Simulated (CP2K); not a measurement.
Ir:

```
Ir
1.0
     2.70907    0.00000    0.00000
     1.35453    2.34612    0.00000
     1.35453    0.78204    2.21194
Ir
1
Direct
  0.00000 0.00000 0.00000
```

Base run:

```yaml
Program: CP2K 2026.2
Functional: WC
Potentials_or_basis: POTENTIAL_UZH Ir GTH-PBE-q17; TZVP-MOLOPT-PBE-GTH basis
Density_cutoff: 9184 eV
k_mesh: 12 × 12 × 12
Occupations: fermi-dirac, width 0.05 eV
Spin: no spin polarisation
```

Its results: band gap on the k mesh none (metal or under the smearing width); pressure 1.5 GPa.

After a change of settings the same cell gave: band gap on the k mesh none (metal or under the smearing width); pressure 9.2 GPa. Which change was it?
A. functional from WC to BLYP
B. functional from WC to PBEsol
C. functional from WC to PBE
D. functional from WC to HLE17

C.

PBE binds less tightly than WC, so the same cell stands under more pressure.

Caveats: the basis of atomic orbitals isn't converged, which shifts pressures, moduli and gaps; the potentials were made for another functional, which shifts forces and pressure (some runs).
